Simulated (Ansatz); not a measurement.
# ZrS2 (P-3m1) in Ansatz: notebook

One crystal, ZrS2, is run at these levels: revPBE, r2SCAN+D3(BJ); tasks: band structure, single point, equation of state.

All numbers are computed with Ansatz 0.2.0; they aren't measurements. Logs are shortened: lines on timing, memory, paths and dates and some standing lists are left out, and cuts for length are marked.

**The experiment to reproduce.**

“Stress-Tuned Optical Transitions in Layered 1T-MX2 (M= Hf, Zr, Sn; X= S, Se) Crystals”, 2022, arxiv:2210.12074 quotes, for a bulk crystal of ZrS2: band gap 1.68 eV (indirect).

The runs below are set against these values where they give the same quantity.

**1. The structure**

It takes space group P-3m1 (No. 164, trigonal). Conventional cell: a = 3.691 Å, b = 3.691 Å, c = 6.041 Å, α = 90.00°, β = 90.00°, γ = 120.00°. Zr (site symmetry -3m) has 6 S at 2.57 Å as nearest neighbours. Around S (site symmetry 3m) lie 3 Zr at 2.57 Å.

The cell is a database's computed one.

**2. Band structure, revPBE**

Input file input.yaml:

```yaml
crystal:
  lattice:
    - [3.6913825498, 0.0, 0.0]
    - [-1.8456912749, 3.1968310632, 0.0]
    - [0.0, 0.0, 6.04107701]
  atoms:
    - { symbol: Zr, position: [0.0, 0.0, 0.0] }
    - { symbol: S, position: [0.3333333333, 0.6666666667, 0.23790997] }
    - { symbol: S, position: [0.6666666667, 0.3333333333, 0.76209003] }
hamiltonian:
  xc: revpbe
  pseudopotentials: { kind: paw }
kpoints:
  mp_grid: { grid: [8, 8, 5] }
  band_path:
    path:
      - [[0.0, 0.0, 0.0], [0.5, 0.0, 0.0], [0.3333333333, 0.3333333333, 0.0], [0.0, 0.0, 0.0], [0.0, 0.0, 0.5], [0.5, 0.0, 0.5], [0.3333333333, 0.3333333333, 0.5], [0.0, 0.0, 0.5]]
      - [[0.5, 0.0, 0.5], [0.5, 0.0, 0.0]]
      - [[0.3333333333, 0.3333333333, 0.0], [0.3333333333, 0.3333333333, 0.5]]
    npoints: 14
scf:
  occupations: { method: fermi_dirac, width: 0.05 }
  n_extra_bands: 7
output:
  forces: true
  stress: true
  eigenvalues: true
  fatbands: false
```

Potentials or basis: Ansatz PAW.

Run with:

```sh
$ ansatz run input.yaml --threads 2 --pin off --max-ram 5120MiB --backend cpu --events-out ev --progress --plain --runs-dir out
```

The program printed:

```text
Warning: RAYON_NUM_THREADS=2 ignored (pool sized by the plan → 2); use --threads N
scf.n_extra_bands = 7 over 12 filled bands (N_el = 24.0): the run solves 19 bands
Engine: ansatz 0.2.0, aarch64-unknown-linux-gnu
Pseudopotentials: kind: paw
Pseudopotential: Zr, paw, valence charge 12, recommended cutoff 420 eV (normal), Zr.paw.azcp
Pseudopotential: S, paw, valence charge 6, recommended cutoff 420 eV (normal), S.paw.azcp
Functional definition: revPBE
  parameter kappa = 1.245
  parameter beta = 0.06672455060314922
  exchange = pbe_x(kappa = kappa, mu = beta*pi^2/3)
  correlation = pbe_c(beta = beta)
Crystal: 3 atoms, lattice volume = 71.289 Å³
Basis set: ecut = 420 eV, 1389 PW (Γ), exchange–correlation on 50×50×90 points (8 copies of the dense FFT grid, shifted against one another)
Bands: 19, of which v1, the nominal top of the filled ones, is band 12 counted from 1 (11 counted from 0)
Symmetry: 12 space group operations
Space group: P-3m1 (ITA 164), of the structure as read, at distance tolerance 4.1e-5 Å
k-points: 40 of 320
Non-local potential: Zr, projectors of the file, l = 0: 3, l = 1: 2, l = 2: 2, l = 3: 2
Non-local potential: S, projectors of the file, l = 0: 2, l = 1: 2, l = 2: 2
PAW form: soft (Blöchl's): semilocal exchange-correlation on the pseudo side does not see the compensation charge
PAW frozen core: Zr, regenerated for the run's functional, and the local potential with it (the file was generated under x = pbe(κ = 0.804, μ = 0.2195149727645171), c = pbe(β = 0.06672455060314922))
PAW frozen core: S, regenerated for the run's functional, and the local potential with it (the file was generated under x = pbe(κ = 0.804, μ = 0.2195149727645171), c = pbe(β = 0.06672455060314922))
PAW one-centre angular grid: Zr, 590 points (default); XC on 64 Gauss nodes
PAW one-centre angular grid: S, 110 points (default); XC on 64 Gauss nodes
Initial density: superposition of atomic densities (neutral atoms: chi_scale 0, normalization atom), corrected by the library's trained network
Initial wavefunctions: pseudopotential atomic-orbital guess
Functional: x = revpbe(κ = 1.245, μ = 0.2195149727645171), c = pbe(β = 0.06672455060314922)
SCF iter   1: F=—  HF=-6002.473156 eV  |F-HF|=—  |Δ(HF+E_count)|=         —  Δρ=1.76e-3  dr2=2.30e-3  ethr=1.77e-3  ⟨swp⟩=5.9  Hψ=4259  notcnv=0
preconditioner: auto → Resta (q_TF=auto, 2.276 Å⁻¹)  ε∞=4.5  [insulator: Δε(μ)=1.097 eV  Ē_g=9.411 eV  σ=0.050 eV  W_gap=1.00  n_scr=22 (ndim 8)  ℏωp=17.6 eV  f_vac=0.029  D(μ)=0.00/eV (n_scr^D=0)  ε∞_Penn≈4.5]
SCF iter   2: F=—  HF=-6002.472861 eV  |F-HF|=—  |Δ(HF+E_count)|=   2.95e-4  Δρ=1.06e-3  dr2=9.36e-4  ethr=9.60e-6  ⟨swp⟩=1.5  Hψ=1212  notcnv=0  defer=18
SCF iter   3: F=—  HF=-6002.473367 eV  |F-HF|=—  |Δ(HF+E_count)|=   5.06e-4  Δρ=2.50e-4  dr2=7.05e-5  ethr=3.90e-6  ⟨swp⟩=2.0  Hψ=984  notcnv=0  defer=18
SCF iter   4: F=—  HF=-6002.473396 eV  |F-HF|=—  |Δ(HF+E_count)|=   2.87e-5  Δρ=1.27e-4  dr2=4.53e-5  ethr=2.94e-7  ⟨swp⟩=2.0  Hψ=982  notcnv=0  defer=18
SCF iter   5: F=—  HF=-6002.473399 eV  |F-HF|=—  |Δ(HF+E_count)|=   3.66e-6  Δρ=7.24e-5  dr2=1.34e-5  ethr=1.89e-7  ⟨swp⟩=2.0  Hψ=828  notcnv=0  defer=18
SCF iter   6: F=—  HF=-6002.473400 eV  |F-HF|=—  |Δ(HF+E_count)|=   1.16e-6  Δρ=4.73e-5  dr2=5.34e-6  ethr=5.58e-8  ⟨swp⟩=2.4  Hψ=930  notcnv=0  defer=18
SCF iter   7: F=—  HF=-6002.473400 eV  |F-HF|=—  |Δ(HF+E_count)|=   1.80e-7  Δρ=9.88e-6  dr2=2.28e-7  ethr=2.22e-8  ⟨swp⟩=2.0  Hψ=930  notcnv=0  defer=18
SCF iter   8: F=-6002.473400 eV  HF=-6002.473400 eV  |F-HF|=2.97e-9  |Δ(HF+E_count)|=   2.40e-8  Δρ=8.24e-7  dr2=6.81e-10  ethr=4.17e-10  ⟨swp⟩=9.2  Hψ=3275  notcnv=0
SCF 1 converged in 8 iterations: F = -6002.473400 eV  dr2 = 6.81e-10
NSCF: frozen V_eff on 129 k-points
SCF converged after 8 iterations
Free energy (F): -6002.473400 eV
Harris-Foulkes:  -6002.473400 eV  (|F-HF|=2.97e-9)
Internal energy: -6002.473399 eV  (E = F + TS)
E sigma→0 (E₀):  -6002.473400 eV
Entropy (-TS):   -0.000001 eV (-0.000 meV/atom)
Fermi energy:    7.040270 eV
--- Per-component energies (eV) ---
  E_band       = -177.375151
  E_kinetic    = 546.156984
  E_local      = -1384.338874  (includes V_loc(G=0)·N_el)
  E_nonlocal   = 133.252097
  E_hartree    = 491.163358
  E_xc         = -357.302196
  E_vxc        = -366.678596  (∫ρ·V_xc dr)
  E_paw        = -4163.010604  (= ΣΔE_a)
  E_vpaw       = -88.093088  (= ΣTr[D̂ρ^β])
  E_aug_tail   = 0.000027  (compensation charges beyond the density's cutoff)
  E_ewald      = -1268.283280
  E_core_change = -0.110910  (= ΣΔE_core)
  E_smearing   = -0.000001  (= −TS)
  E_closure    = 0.000000  (closes the sum)
  Σ components = -6002.473400   (vs F -6002.473400, Δ=0.00e0)
--- Forces (eV/Å), atoms counted from 1 ---
  atom   1  Zr     0.00000000     0.00000000     0.00000000
  atom   2  S     -0.00000000    -0.00000000     0.09903463
  atom   3  S      0.00000000     0.00000000    -0.09903463
  max |Σ_I F_I| component: 1.85e-17 eV/Å
--- Stress (GPa, compression-positive) ---
        1.687891      -0.000000       0.000000
        0.000000       1.687891       0.000000
       -0.000000       0.000000       2.734630
  P = ⅓ Tr σ = 2.0368 GPa (20.368 kbar)
--- Band table (eV; the first three rows and the last of 40) ---
  k-point 0: bands = ["-42.5036", "-20.5605", "-20.4109", "-20.4109", "-6.0609", "-4.6739", "2.3358", "3.7317", "3.7317", "6.4058", "6.4058", "6.4506", "8.1194", "8.1194", "8.9738", "11.5071", "11.5071", "12.4494", "12.4724"]
  k-point 1: bands = ["-42.5036", "-20.5606", "-20.4109", "-20.4109", "-6.0064", "-4.7624", "2.5697", "3.7409", "3.7409", "5.9613", "6.3724", "6.3724", "8.1109", "8.1109", "9.1262", "11.6002", "11.6002", "12.5517", "12.9208"]
  k-point 2: bands = ["-42.5036", "-20.5608", "-20.4109", "-20.4109", "-5.9001", "-4.9220", "3.0791", "3.7561", "3.7561", "5.1430", "6.3191", "6.3191", "8.0970", "8.0970", "9.2693", "11.7584", "11.7584", "12.7787", "13.8552"]
  k-point 39: bands = ["-42.4845", "-20.6091", "-20.5419", "-20.5013", "-4.9375", "-4.7554", "2.8405", "3.1846", "3.8306", "4.4669", "4.6711", "5.0841", "8.6313", "9.5030", "9.6487", "11.5965", "12.3869", "14.2804", "15.1528"]
```

It took 3.7 s on 2 threads of Arm Neoverse V1, shared host; peak memory 0.35 GiB.

Results:

- Free energy: -6002.4734 eV
- Pressure: 2.0 GPa
- Largest force: 0.099 eV/Å
- Band gap on the k mesh: 1.10 eV, indirect (least direct gap 1.67 eV)
- Band gap along the path: 1.07 eV, indirect (least direct gap 1.67 eV)

Forces on the atoms (eV/Å):
```
Zr   0.000  0.000  0.000
S    0.000  0.000  0.099
S    0.000  0.000 -0.099
```

Levels at the corners of the path, in eV from the valence-band top:
| point | band 9 | band 10 | band 11 | band 12 | band 13 | band 14 | band 15 | band 16 |
| --- | --- | --- | --- | --- | --- | --- | --- | --- |
| Γ | -2.77 | -0.09 | -0.09 | -0.05 | 1.62 | 1.62 | 2.47 | 5.01 |
| M | -2.44 | -2.33 | -1.63 | -1.16 | 1.23 | 3.27 | 3.53 | 5.67 |
| K | -3.24 | -1.96 | -1.96 | -1.41 | 2.24 | 3.21 | 3.21 | 5.03 |
| Γ | -2.77 | -0.09 | -0.09 | -0.05 | 1.62 | 1.62 | 2.47 | 5.01 |
| A | -2.74 | -1.52 | -0.19 | -0.19 | 1.60 | 1.60 | 2.79 | 5.29 |
| L | -2.55 | -2.19 | -0.98 | -0.79 | 1.07 | 3.26 | 3.53 | 5.30 |
| H | -3.01 | -1.82 | -1.74 | -1.74 | 2.33 | 2.97 | 2.97 | 5.52 |
| A | -2.74 | -1.52 | -0.19 | -0.19 | 1.60 | 1.60 | 2.79 | 5.29 |
| L | -2.55 | -2.19 | -0.98 | -0.79 | 1.07 | 3.26 | 3.53 | 5.30 |
| M | -2.44 | -2.33 | -1.63 | -1.16 | 1.23 | 3.27 | 3.53 | 5.67 |
| K | -3.24 | -1.96 | -1.96 | -1.41 | 2.24 | 3.21 | 3.21 | 5.03 |
| H | -3.01 | -1.82 | -1.74 | -1.74 | 2.33 | 2.97 | 2.97 | 5.52 |

Caveat: this functional lacks dispersion, which binds the layers, so the pressure and a relaxed spacing across them are unreliable; the PAW data sets come from PBE, with cores solved anew for the run's functional, which leaves a small shift of forces and pressure.

**3. Single point, r2SCAN+D3(BJ), 22.34 Å³/atom (volume scaled by 0.94)**

Input file input.yaml:

```yaml
crystal:
  lattice:
    - [3.6160270677, 0.0, 0.0]
    - [-1.8080135339, 3.1315713014, 0.0]
    - [0.0, 0.0, 5.9177551207]
  atoms:
    - { symbol: Zr, position: [0.0, 0.0, 0.0] }
    - { symbol: S, position: [0.3333333333, 0.6666666667, 0.23790997] }
    - { symbol: S, position: [0.6666666667, 0.3333333333, 0.76209003] }
hamiltonian:
  xc: r2scan
  pseudopotentials: { kind: paw }
  dispersion: d3bj
kpoints:
  mp_grid: { grid: [8, 8, 5] }
scf:
  occupations: { method: fermi_dirac, width: 0.05 }
output:
  forces: true
  stress: true
  eigenvalues: true
```

Potentials or basis: Ansatz PAW.

Run with:

```sh
$ ansatz run input.yaml --threads 2 --pin off --max-ram 5120MiB --backend cpu --events-out ev --progress --plain --runs-dir out
```

It took 3.4 s on 2 threads of Arm Neoverse V1, shared host; peak memory 0.49 GiB.

Results (log left out):

```yaml
Free_energy: -6012.4671 eV
Pressure: 5.3 GPa
Largest_force: 0.781 eV/Å
Band_gap_on_the_k_mesh: 1.32 eV, indirect (least direct gap 1.99 eV)
```

Caveat: odd divisions of the mesh miss points on the zone boundary, where band edges often lie, so the gap on the mesh can be too wide; the PAW data sets come from PBE, with cores solved anew for the run's functional, which leaves a small shift of forces and pressure; the dispersion damping was fitted for another functional or another form of the correction.

**4. Single point, r2SCAN+D3(BJ), 22.81 Å³/atom (volume scaled by 0.96)**

Edit input.yaml of step 3 so:

```diff
@@ -2,5 +2,5 @@
   lattice:
-    - [3.6160270677, 0.0, 0.0]
-    - [-1.8080135339, 3.1315713014, 0.0]
-    - [0.0, 0.0, 5.9177551207]
+    - [3.6414928861, 0.0, 0.0]
+    - [-1.8207464431, 3.1536253471, 0.0]
+    - [0.0, 0.0, 5.9594308256]
   atoms:
```

Run with:

```sh
$ ansatz run input.yaml --threads 2 --pin off --max-ram 5120MiB --backend cpu --events-out ev --progress --plain --runs-dir out
```

Wall time 3.4 s (2 threads of Arm Neoverse V1, shared host); peak memory 0.49 GiB.

It converged, with:

```yaml
Free_energy: -6012.5039 eV
Pressure: 3.0 GPa
Largest_force: 0.497 eV/Å
Band_gap_on_the_k_mesh: 1.34 eV, indirect (least direct gap 1.98 eV)
```

Caveat: odd divisions of the mesh miss points on the zone boundary, where band edges often lie, so the gap on the mesh can be too wide; the PAW data sets come from PBE, with cores solved anew for the run's functional, which leaves a small shift of forces and pressure; the dispersion damping was fitted for another functional or another form of the correction.

**5. Single point, r2SCAN+D3(BJ), 23.29 Å³/atom (volume scaled by 0.98)**

Edit input.yaml of step 4 so:

```diff
@@ -2,5 +2,5 @@
   lattice:
-    - [3.6414928861, 0.0, 0.0]
-    - [-1.8207464431, 3.1536253471, 0.0]
-    - [0.0, 0.0, 5.9594308256]
+    - [3.6666074238, 0.0, 0.0]
+    - [-1.8333037119, 3.1753751747, 0.0]
+    - [0.0, 0.0, 6.0005316473]
   atoms:
@@ -21 +21,5 @@
   eigenvalues: true
+  write_density: true
+  write_potential: true
+  elf: true
+  volumetric_format: npy
```

Run with:

```sh
$ ansatz run input.yaml --threads 2 --pin off --max-ram 5120MiB --backend cpu --events-out ev --progress --plain --runs-dir out
```

Wall time 4.3 s (2 threads of Arm Neoverse V1, shared host); peak memory 0.5 GiB.

It converged, with:

* Free energy: -6012.5206 eV
* Pressure: 0.8 GPa
* Largest force: 0.233 eV/Å
* Band gap on the k mesh: 1.35 eV, indirect (least direct gap 1.97 eV)

Caveat: odd divisions of the mesh miss points on the zone boundary, where band edges often lie, so the gap on the mesh can be too wide; the PAW data sets come from PBE, with cores solved anew for the run's functional, which leaves a small shift of forces and pressure; the dispersion damping was fitted for another functional or another form of the correction.

**6. Single point, r2SCAN+D3(BJ), 23.76 Å³/atom**

Edit input.yaml of step 5 so:

```diff
@@ -2,5 +2,5 @@
   lattice:
-    - [3.6666074238, 0.0, 0.0]
-    - [-1.8333037119, 3.1753751747, 0.0]
-    - [0.0, 0.0, 6.0005316473]
+    - [3.6913825498, 0.0, 0.0]
+    - [-1.8456912749, 3.1968310632, 0.0]
+    - [0.0, 0.0, 6.04107701]
   atoms:
```

Potentials or basis: Ansatz PAW.

Run with:

```sh
$ ansatz run input.yaml --threads 2 --pin off --max-ram 5120MiB --backend cpu --events-out ev --progress --plain --runs-dir out
```

Run time: 4.3 s. Hardware: 2 threads of Arm Neoverse V1, shared host; peak memory 0.5 GiB.

It converged, with:

```yaml
Free_energy: -6012.5193 eV
Pressure: -1.1 GPa
Largest_force: 0.013 eV/Å
Band_gap_on_the_k_mesh: 1.36 eV, indirect (least direct gap 1.95 eV)
```

Caveat: odd divisions of the mesh miss points on the zone boundary, where band edges often lie, so the gap on the mesh can be too wide; the PAW data sets come from PBE, with cores solved anew for the run's functional, which leaves a small shift of forces and pressure; the dispersion damping was fitted for another functional or another form of the correction.

**7. Single point, r2SCAN+D3(BJ), 24.24 Å³/atom (volume scaled by 1.02)**

Edit input.yaml of step 6 so:

```diff
@@ -2,5 +2,5 @@
   lattice:
-    - [3.6913825498, 0.0, 0.0]
-    - [-1.8456912749, 3.1968310632, 0.0]
-    - [0.0, 0.0, 6.04107701]
+    - [3.7158295043, 0.0, 0.0]
+    - [-1.8579147522, 3.2180027468, 0.0]
+    - [0.0, 0.0, 6.0810853085]
   atoms:
@@ -21,5 +21 @@
   eigenvalues: true
-  write_density: true
-  write_potential: true
-  elf: true
-  volumetric_format: npy
```

Run with:

```sh
$ ansatz run input.yaml --threads 2 --pin off --max-ram 5120MiB --backend cpu --events-out ev --progress --plain --runs-dir out
```

Run time: 3.7 s. Hardware: 2 threads of Arm Neoverse V1, shared host; peak memory 0.54 GiB.

The run converged. Its results:

| Property | Result |
| --- | --- |
| Free energy | -6012.5016 eV |
| Pressure | -2.8 GPa |
| Largest force | 0.242 eV/Å |
| Band gap on the k mesh | 1.37 eV, indirect (least direct gap 1.94 eV) |

Caveat: odd divisions of the mesh miss points on the zone boundary, where band edges often lie, so the gap on the mesh can be too wide; the PAW data sets come from PBE, with cores solved anew for the run's functional, which leaves a small shift of forces and pressure; the dispersion damping was fitted for another functional or another form of the correction.

**8. Single point, r2SCAN+D3(BJ), 24.71 Å³/atom (volume scaled by 1.04)**

Edit input.yaml of step 7 so:

```diff
@@ -2,5 +2,5 @@
   lattice:
-    - [3.7158295043, 0.0, 0.0]
-    - [-1.8579147522, 3.2180027468, 0.0]
-    - [0.0, 0.0, 6.0810853085]
+    - [3.7399589434, 0.0, 0.0]
+    - [-1.8699794717, 3.2388994541, 0.0]
+    - [0.0, 0.0, 6.1205739819]
   atoms:
@@ -21 +21,5 @@
   eigenvalues: true
+  write_density: true
+  write_potential: true
+  elf: true
+  volumetric_format: npy
```

Run with:

```sh
$ ansatz run input.yaml --threads 2 --pin off --max-ram 5120MiB --backend cpu --events-out ev --progress --plain --runs-dir out
```

Wall time 4.6 s (2 threads of Arm Neoverse V1, shared host); peak memory 0.54 GiB.

The run converged. Its results:

| Property | Result |
| --- | --- |
| Free energy | -6012.4692 eV |
| Pressure | -4.4 GPa |
| Largest force | 0.455 eV/Å |
| Band gap on the k mesh | 1.38 eV, indirect (least direct gap 1.92 eV) |

Caveat: odd divisions of the mesh miss points on the zone boundary, where band edges often lie, so the gap on the mesh can be too wide; the PAW data sets come from PBE, with cores solved anew for the run's functional, which leaves a small shift of forces and pressure; the dispersion damping was fitted for another functional or another form of the correction.

**9. Single point, r2SCAN+D3(BJ), 25.19 Å³/atom (volume scaled by 1.06)**

Edit input.yaml of step 8 so:

```diff
@@ -2,5 +2,5 @@
   lattice:
-    - [3.7399589434, 0.0, 0.0]
-    - [-1.8699794717, 3.2388994541, 0.0]
-    - [0.0, 0.0, 6.1205739819]
+    - [3.7637809802, 0.0, 0.0]
+    - [-1.8818904901, 3.2595299432, 0.0]
+    - [0.0, 0.0, 6.1595595806]
   atoms:
@@ -21,5 +21 @@
   eigenvalues: true
-  write_density: true
-  write_potential: true
-  elf: true
-  volumetric_format: npy
```

Potentials or basis: Ansatz PAW.

Run with:

```sh
$ ansatz run input.yaml --threads 2 --pin off --max-ram 5120MiB --backend cpu --events-out ev --progress --plain --runs-dir out
```

It took 3.7 s on 2 threads of Arm Neoverse V1, shared host; peak memory 0.54 GiB.

Results (log left out):

```
Free energy            : -6012.4235 eV
Pressure               : -5.8 GPa
Largest force          : 0.653 eV/Å
Band gap on the k mesh : 1.38 eV, indirect (least direct gap 1.91 eV)
```

Caveat: odd divisions of the mesh miss points on the zone boundary, where band edges often lie, so the gap on the mesh can be too wide; the PAW data sets come from PBE, with cores solved anew for the run's functional, which leaves a small shift of forces and pressure; the dispersion damping was fitted for another functional or another form of the correction.

**10. Equation of state, r2SCAN+D3(BJ)**

Potentials or basis: Ansatz PAW.

This step only gathers the single runs of the series.

Results:

```
Equilibrium volume                        : 23.49 Å³/atom
Bulk modulus at fixed shape and positions : 96 GPa
Pressure derivative of the bulk modulus   : 4.0
```

Energy against volume, from the lowest point:
```tsv
volume (Å³/atom)	energy (meV/atom)
22.337	17.84
22.813	5.59
23.288	0.00
23.763	0.45
24.238	6.33
24.714	17.13
25.189	32.37
```

Caveat: the cell was scaled at fixed shape and fractional positions, which overstates the stiffness of a crystal with free parameters, most of all of layers and chains; the PAW data sets were made with another functional, which shifts forces and pressure a little.

**11. Against experiment**

Step 2. Measured gap of ZrS2: 1.68 eV (indirect; quoted in “Stress-Tuned Optical Transitions in Layered 1T-MX2 (M= Hf, Zr, Sn; X= S, Se) Crystals”, 2022, arxiv:2210.12074). This calculation gives 1.07 eV (-0.61 eV). Spin-orbit coupling on Zr is left out. The value is that of revPBE, without temperature or zero-point motion. Semilocal functionals fall short of measured gaps as a rule. The cell is a database's relaxed one, not the measured one, which moves gaps too.
